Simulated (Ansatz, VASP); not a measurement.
## One calculation of NaH, two programs

```
CELL_PARAMETERS angstrom
0.00000 2.39569 2.39569
2.39569 0.00000 2.39569
2.39569 2.39569 0.00000
ATOMIC_POSITIONS crystal
Na 0.00000 0.00000 0.00000
H 0.50000 0.50000 0.50000
```

Alike in both runs: task relaxation of cell and atoms; functional PBEsol; k mesh 8 × 8 × 8; no spin polarisation.

|  | VASP | Ansatz |
| --- | --- | --- |
| version | VASP 6.6.1 | Ansatz 0.2.0 |
| potentials or method | VASP PAW PBE potentials, release 64 (Na_pv, H) | scalar-relativistic, plane waves, PAW |
| plane-wave cutoff (eV) | 600 | 420 |
| occupations | gaussian, width 0.01 eV | fixed |
| valence electrons in the cell | 8 | 10 |

|  | VASP | Ansatz | Ansatz less VASP |
| --- | --- | --- | --- |
| gap on the k mesh at the Fermi level, each at its own relaxed structure (eV) | 3.60 | 3.61 | +0.002 |
| relaxed volume (Å³/atom) | 13.75 | 13.75 | -0.002 |
| relaxed cell length with the largest relative difference (Å) | 3.388 | 3.388 | -0.0002 |

The two sets of potentials don't hold the same shells in valence.

Caveats: the PAW data sets were made with another functional, which shifts forces and pressure a little (VASP). A k mesh can miss the band edges.
